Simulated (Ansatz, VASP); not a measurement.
NaCl: VASP beside Ansatz

```
CELL_PARAMETERS angstrom
0.00000 2.79406 2.79406
2.79406 0.00000 2.79406
2.79406 2.79406 0.00000
ATOMIC_POSITIONS crystal
Cl 0.50000 0.50000 0.50000
Na 0.00000 0.00000 0.00000
```

The cell is a database's computed one.

Alike in both runs: functional PBEsol; k mesh 8 × 8 × 8; occupations fermi-dirac, width 0.05 eV; no spin polarisation.

|  | VASP | Ansatz |
| --- | --- | --- |
| version | VASP 6.6.1 | Ansatz 0.2.0 |
| potentials or method | VASP PAW PBE potentials, release 64 (Cl, Na_pv) | Ansatz PAW |
| plane-wave cutoff (eV) | 520 | 420 |
| valence electrons in the cell | 14 | 16 |
| task | single point | band structure |

|  | VASP | Ansatz | Ansatz less VASP |
| --- | --- | --- | --- |
| gap on the k mesh at the Fermi level (eV) | 5.04 | 5.04 | +0.004 |
| least direct gap on the mesh (eV) | 5.04 | 5.04 | +0.004 |
| pressure (GPa) | 0.2 | 0.2 | -0.02 |

The two sets of potentials don't hold the same shells in valence.

Caveats: the PAW data sets were made with another functional, which shifts forces and pressure a little (VASP); the PAW data sets come from PBE, with cores solved anew for the run's functional, which leaves a small shift of forces and pressure (Ansatz). As with any semilocal functional, this PBEsol gap is likely too small.
